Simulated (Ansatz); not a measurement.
Si: random displacements

Level of theory: Ansatz 0.2.0, DFT PBE, scalar-relativistic, plane waves, PAW. The runs took a 420 eV cutoff, a Γ-centred 6×6×6 mesh and Gaussian smearing (0.05 eV). No spin polarisation. Energies are free energies at this smearing, counted from the undisturbed cell; pressure is positive in compression.

The undisturbed cell (relaxed at this level):

```
Si
1.0
     5.46976    0.00000    0.00000
     0.00000   -5.46976    0.00000
     0.00000    0.00000   -5.46976
Si
8
Direct
  0.50000 0.00000 0.00000
  0.00000 0.50000 0.00000
  0.00000 0.00000 0.50000
  0.50000 0.50000 0.50000
  0.75000 0.75000 0.75000
  0.25000 0.25000 0.75000
  0.25000 0.75000 0.25000
  0.75000 0.25000 0.25000
```

The atoms are displaced (Å, in the unstrained cell):

| atom | ux | uy | uz |
| --- | --- | --- | --- |
| Si1 | 0.156 | 0.144 | 0.098 |
| Si2 | -0.382 | 0.038 | -0.055 |
| Si3 | 0.285 | 0.096 | 0.029 |
| Si4 | 0.124 | -0.102 | -0.199 |
| Si5 | -0.076 | -0.194 | 0.028 |
| Si6 | 0.028 | -0.157 | -0.062 |
| Si7 | 0.177 | 0.029 | 0.067 |
| Si8 | -0.313 | 0.146 | 0.093 |

Strain (Voigt, engineering shear): (-0.0405, 0.0214, -0.0196, 0.0041, 0.0397, -0.0072).

(1) What are the energy change, the stress and the forces?

Results:

(1) ΔE = 393.1 meV/atom; stress (xx, yy, zz, yz, xz, xy; compression positive) (4.88, 4.69, 8.84, 6.84, 0.66, -0.73) GPa.
| atom | Fx (eV/Å) | Fy | Fz |
| --- | --- | --- | --- |
| Si1 | -5.19 | -2.12 | -1.46 |
| Si2 | 2.32 | -0.26 | 0.10 |
| Si3 | -1.45 | -1.64 | -0.05 |
| Si4 | -1.42 | 2.09 | 2.29 |
| Si5 | 5.35 | 1.79 | 2.87 |
| Si6 | -1.02 | 0.73 | -0.42 |
| Si7 | -1.41 | 1.41 | 0.16 |
| Si8 | 2.83 | -2.00 | -3.49 |

Cost: 1 run of about 0.79 core-minutes, on Intel Xeon Processor @ 2.70GHz (shared hosts).